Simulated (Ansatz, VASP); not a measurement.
This is a calculation of Ca for VASP 6.6.1.

INCAR

```
PREC = Accurate ; ENCUT = 520
EDIFF = 1E-6 ; ISMEAR = -1
SIGMA = 0.05 ; LREAL = False
LASPH = True ; NELM = 60
ALGO = Normal ; ISIF = 2
LWAVE = False ; LCHARG = False
GGA = PS ; NBANDS = 11
```

The input KPOINTS:

```
regular mesh
0
Gamma
  8 8 8
```

Contents of POSCAR:

```
Ca
1.0
    0.0000000000      2.7371595050      2.7371595050
    2.7371595050      0.0000000000      2.7371595050
    2.7371595050      2.7371595050      0.0000000000
Ca
1
Direct
    0.0000000000      0.0000000000      0.0000000000
```

Potentials or basis: VASP PAW PBE potentials, release 64 (Ca_sv).

Launch:

```bash
$ cat potpaw_PBE.64/Ca_sv/POTCAR > POTCAR
$ mpirun -np 1 vasp_std > vasp.out
```

**Question.** Translate it to Ansatz 0.2.0. Potentials there: JTH PAW.

**Answer.** As run (the cutoff follows the program's own potentials):

File input.yaml:

```yaml
crystal:
  lattice:
    - [0.0, 2.737159505, 2.737159505]
    - [2.737159505, 0.0, 2.737159505]
    - [2.737159505, 2.737159505, 0.0]
  atoms:
    - { symbol: Ca, position: [0.0, 0.0, 0.0] }
hamiltonian:
  xc: pbesol
  pseudopotentials: { kind: paw, source: jth, xc_functional: pbe }
kpoints:
  mp_grid: { grid: [8, 8, 8] }
scf:
  occupations: { method: fermi_dirac, width: 0.05 }
output:
  forces: true
  stress: true
  eigenvalues: true
```

Potentials or basis: JTH PAW.

The run is started by

```sh
$ ansatz run input.yaml --threads 2 --pin off --max-ram 5632MiB --backend cpu --events-out ev --progress --plain --runs-dir out
```

Both were run:

|  | VASP | Ansatz | Ansatz less VASP |
| --- | --- | --- | --- |
| gap on the k mesh at the Fermi level (eV) | none | none | - |
| pressure (GPa) | -0.2 | -0.2 | +0.01 |

A gap of «none» marks a metal or a gap that the smearing closes. With one functional, cell and mesh, what is left measures potentials, basis and numerics.

Caveats: the PAW data sets were made with another functional, which shifts forces and pressure a little (VASP).
